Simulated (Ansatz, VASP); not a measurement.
KCl (Sylvite): VASP beside Ansatz

INCAR

```
SYSTEM = KCl
ALGO = Normal
EDIFF = 1E-6
ENCUT = 520
GGA = PS
ISIF = 2
ISMEAR = -1
LASPH = .TRUE.
LCHARG = .TRUE.
LELF = .TRUE.
LREAL = .FALSE.
LVHAR = .TRUE.
LWAVE = .FALSE.
NBANDS = 15
NELM = 60
PREC = Accurate
SIGMA = 0.05
```

Contents of KPOINTS:

```
k-points
0
G
  7 7 7
  0 0 0
```

POSCAR

```
KCl
1.0
    0.0000000000      3.1039449222      3.1039449222
    3.1039449222      0.0000000000      3.1039449222
    3.1039449222      3.1039449222      0.0000000000
K Cl
1 1
Direct
    0.0000000000      0.0000000000      0.0000000000
    0.5000000000      0.5000000000      0.5000000000
```

File input.yaml:

```yaml
crystal:
  lattice:
    - [0.0, 3.1039449222, 3.1039449222]
    - [3.1039449222, 0.0, 3.1039449222]
    - [3.1039449222, 3.1039449222, 0.0]
  atoms:
    - { symbol: K, position: [0.0, 0.0, 0.0] }
    - { symbol: Cl, position: [0.5, 0.5, 0.5] }
kpoints:
  mp_grid: { grid: [7, 7, 7] }
scf:
  occupations: { method: fermi_dirac, width: 0.05 }
hamiltonian:
  xc: pbesol
  pseudopotentials: { kind: all_electron, lapw: { basis_error: 0.0005 } }
output:
  forces: true
  stress: true
  eigenvalues: true
```

Change from the starting cell: volume scaled by 0.96.

Alike in both runs: task single point; functional PBEsol; k mesh 7 × 7 × 7; occupations fermi-dirac, width 0.05 eV; no spin polarisation.

|  | VASP | Ansatz |
| --- | --- | --- |
| version | VASP 6.6.1 | Ansatz 0.2.0 |
| potentials or method | VASP PAW PBE potentials, release 64 (K_sv, Cl) | all-electron LAPW, scalar-relativistic |
| plane-wave cutoff (eV) | 520 | see its input |

|  | VASP | Ansatz | Ansatz less VASP |
| --- | --- | --- | --- |
| gap on the k mesh at the Fermi level (eV) | 5.15 | 5.16 | +0.004 |
| least direct gap on the mesh (eV) | 5.15 | 5.16 | +0.004 |
| pressure (GPa) | 0.4 | 0.3 | -0.05 |

Ansatz ran all-electron here, so the differences hold the error of VASP's frozen core and of both bases.

Caveats: the PAW data sets were made with another functional, which shifts forces and pressure a little (VASP).
